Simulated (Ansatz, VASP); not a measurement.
**SnSe2: VASP beside Ansatz**

The input POSCAR:

```
SnSe2
1.0
    3.8251493292      0.0000000000      0.0000000000
   -1.9125746646      3.3126764923      0.0000000000
    0.0000000000      0.0000000000      6.2270790415
Sn Se
1 2
Direct
    0.0000000000      0.0000000000      0.0000000000
    0.3333333333      0.6666666667      0.2530782243
    0.6666666667      0.3333333333      0.7469217757
```

INCAR.step1

```
SYSTEM = SnSe2
  PREC = Accurate
  ENCUT = 520
  ISMEAR = 0
  SIGMA = 0.01
  LREAL = .FALSE.
  LASPH = .TRUE.
  NELM = 80
  NBANDS = 20
  GGA = PE
  ALGO = Normal
  EDIFF = 1E-4
  LWAVE = .TRUE.
  LCHARG = .FALSE.
```

INCAR.step2

```
SYSTEM = SnSe2
  PREC = Accurate
  ENCUT = 520
  EDIFF = 1E-6
  ISMEAR = 0
  SIGMA = 0.01
  LREAL = .FALSE.
  LASPH = .TRUE.
  NELM = 80
  ALGO = Normal
  ISIF = 2
  LWAVE = .FALSE.
  LCHARG = .FALSE.
  METAGGA = R2SCAN
  LMIXTAU = .TRUE.
  NBANDS = 20
  ISTART = 1
```

KPOINTS

```
Automatic mesh
0
G
  6 6 4
  0 0 0
```

Input for Ansatz:

```yaml
crystal:
  lattice:
    - [3.8251493292, 0.0, 0.0]
    - [-1.9125746646, 3.3126764923, 0.0]
    - [0.0, 0.0, 6.2270790415]
  atoms:
    - { symbol: Sn, position: [0.0, 0.0, 0.0] }
    - { symbol: Se, position: [0.3333333333, 0.6666666667, 0.2530782243] }
    - { symbol: Se, position: [0.6666666667, 0.3333333333, 0.7469217757] }
kpoints:
  mp_grid: { grid: [6, 6, 4] }
hamiltonian:
  xc: r2scan
scf:
  occupations: { method: fixed }
output:
  optics:
    e_range: [0, 12]
    de: 0.05
    sigma: 0.1
    bands: { spectra_wanted_up_to: 12 }
```

Alike in both runs: task single point; functional r2SCAN; k mesh 6 × 6 × 4; no spin polarisation.

|  | VASP | Ansatz |
| --- | --- | --- |
| version | VASP 6.6.1 | Ansatz 0.2.0 |
| potentials or method | VASP PAW PBE potentials, release 64 (Sn_d, Se) | plane waves, PAW |
| plane-wave cutoff (eV) | 520 | 500 |
| occupations | gaussian, width 0.01 eV | fixed |
| valence electrons in the cell | 26 | 46 |

```csv
,VASP,Ansatz,Ansatz less VASP
gap on the k mesh at the Fermi level (eV),1.07,1.07,-0.004
```

The two sets of potentials don't hold the same shells in valence.

Caveats: spin-orbit coupling is left out, which moves the levels of the heavy elements. A k mesh can miss the band edges.
